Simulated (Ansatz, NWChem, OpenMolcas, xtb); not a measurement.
# Ligand exchange: SiH3(OH) + C3H8S → SiH3(SH) + C3H8O

Gas-phase species: SiH3(OH) (silanol), singlet; C3H8S (1-propanethiol) `CCCS`, singlet; SiH3(SH), singlet; C3H8O (1-propanol) `CCCO`, singlet. The partners trade OH for SH: Si–OH and C–SH bonds give way to Si–SH and C–OH.

Shapes, held fixed at every level: PBE0-D4/def2-TZVP. Flexible molecules stand in one conformer, not always the lowest. Programs: Ansatz 0.2.0, NWChem 7.3.0, OpenMolcas 26.06, xtb 6.7.1. A level may come from different programs for different species; with the same settings they agree closely. Electronic energies: no zero-point or thermal term.

```tsv
level	kind	ΔE (kJ/mol)	less CCSD(T)/CBS estimate
GFN1-xTB	semi-empirical	+82.7	+15.3
HF/def2-SVP	Hartree–Fock	+42.2	-25.2
HF/def2-TZVPP	Hartree–Fock	+63.4	-4.0
B3LYP-D4/def2-TZVPP	global hybrid	+64.1	-3.3
wB97X-V/def2-TZVPP	range-separated hybrid	+61.0	-6.4
MP2/def2-TZVPP	perturbation theory	+73.0	+5.6
CCSD/def2-TZVPP	coupled cluster or CI	+65.2	-2.2
CCSD(T)/CBS estimate	coupled cluster or CI	+67.4	0.0
```

The highest level, CCSD(T)/CBS estimate, gives ΔE = +67.4 kJ/mol; the levels span +42.2 to +82.7. The column of differences is taken from that level and isn't an error. No measured value is set beside it here. The CBS estimate extrapolates MP2 from def2-TZVPP and def2-QZVPP and adds CCSD(T) − MP2 in the triple-zeta set, cores frozen.
